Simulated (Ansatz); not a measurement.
**Li: strain and displacement**

```
Li
1.0
     0.00000    2.16683    2.16683
     2.16683    0.00000    2.16683
     2.16683    2.16683    0.00000
Li
1
Direct
  0.00000 0.00000 0.00000
```

Structure from Materials Project entry mp-51 (possibly hypothetical), not relaxed further.

Theory: Ansatz 0.2.0, DFT, LDA, all-electron LAPW, scalar-relativistic.

Settings: a Γ-centred 16×16×16 k mesh, Fermi–Dirac smearing of 0.08 eV, basis error target 0.5 meV/atom, no spin polarisation.

The unchanged cell is at -0.94 GPa.

In a metal, stresses and small energies carry noise from the k mesh.

x, y and z are the Cartesian axes of the cell as listed; fractional coordinates follow a strain, and an engineering shear is twice the off-diagonal strain component.

(1) With this change (z strained by +1.5 % at fixed volume), what becomes of the energy and stress?

(2) With this change (z strained by -3 % at fixed volume), what becomes of the energy and stress?

## Answers

(1) Energy change under 1 meV/atom; stress change (xx, yy, zz, yz, xz, xy) 0.04, 0.04, -0.07, 0.00, 0.00, 0.00 GPa, compression positive.

(2) Energy change under 1 meV/atom; stress change (xx, yy, zz, yz, xz, xy) -0.05, -0.05, 0.09, 0.00, 0.00, 0.00 GPa, compression positive.
